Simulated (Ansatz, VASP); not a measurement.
**CdSe in VASP and in Ansatz**

```xyz
4
Lattice="4.3830 0.0000 0.0000 -2.1915 3.7958 0.0000 0.0000 0.0000 7.1550" Properties=species:S:1:pos:R:3 pbc="T T T"
Cd    2.1915    1.2653    3.5780
Cd    0.0000    2.5305    7.1555
Se    2.1915    1.2653    6.2663
Se    0.0000    2.5305    2.6888
```

Alike in both runs: functional PBE; k mesh 10 × 10 × 4; no spin polarisation.

Ansatz relaxed the structure, and its values are those at the end. VASP's run is a single point on that final structure, the one shown.

```csv
,VASP,Ansatz
version,VASP 6.6.1,Ansatz 0.2.0
potentials or method,"VASP PAW PBE potentials, release 64 (Cd, Se)","scalar-relativistic, plane waves, PAW"
plane-wave cutoff (eV),520,420
occupations,"gaussian, width 0.01 eV",fixed
valence electrons in the cell,36,72
```

|  | VASP | Ansatz | Ansatz less VASP |
| --- | --- | --- | --- |
| gap on the k mesh at the Fermi level (eV) | 0.54 | 0.54 | +0.001 |
| least direct gap on the mesh (eV) | 0.54 | 0.54 | +0.001 |
| pressure (GPa) | 0.2 | 0.0 | -0.24 |

The two sets of potentials don't hold the same shells in valence.
